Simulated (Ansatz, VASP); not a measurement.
One calculation of RbBr, two programs

File INCAR:

```
SYSTEM = RbBr
PREC = Accurate
ENCUT = 520
EDIFF = 1E-6
ISMEAR = 0
SIGMA = 0.01
LREAL = .FALSE.
LASPH = .TRUE.
NELM = 60
ALGO = Normal
ISIF = 2
LWAVE = .FALSE.
LCHARG = .FALSE.
GGA = PE
NBANDS = 15
```

Contents of KPOINTS:

```
regular mesh
0
G
  6 6 6
  0 0 0
```

The input POSCAR:

```
RbBr
1.0
    4.1929020877      0.0000000000      0.0000000000
    0.0000000000      4.1929020877      0.0000000000
    0.0000000000      0.0000000000      4.1929020877
Rb Br
1 1
Direct
    0.0000000000      0.0000000000      0.0000000000
    0.5000000000      0.5000000000      0.5000000000
```

Input for Ansatz:

```yaml
crystal:
  lattice:
    - [4.1929020877, 0.0, 0.0]
    - [0.0, 4.1929020877, 0.0]
    - [0.0, 0.0, 4.1929020877]
  atoms:
    - { symbol: Rb, position: [0.0, 0.0, 0.0] }
    - { symbol: Br, position: [0.5, 0.5, 0.5] }
kpoints:
  mp_grid: { grid: [6, 6, 6] }
hamiltonian:
  xc: pbe
scf:
  occupations: { method: fixed }
  n_extra_bands: 4
output:
  forces: true
  stress: true
  eigenvalues: true
```

Alike in both runs: task single point; functional PBE; k mesh 6 × 6 × 6; no spin polarisation.

|  | VASP | Ansatz |
| --- | --- | --- |
| version | VASP 6.6.1 | Ansatz 0.2.0 |
| potentials or method | VASP PAW PBE potentials, release 64 (Rb_sv, Br) | plane waves, PAW |
| plane-wave cutoff (eV) | 520 | 420 |
| occupations | gaussian, width 0.01 eV | fixed |
| valence electrons in the cell | 16 | 16 |

VASP gave:

* gap on the k mesh at the Fermi level (eV): 3.92
* pressure (GPa): 0.1

What did Ansatz give for the same quantities?

gap on the k mesh at the Fermi level (eV): 3.93; pressure (GPa): 0.0.

A k mesh can miss the band edges.
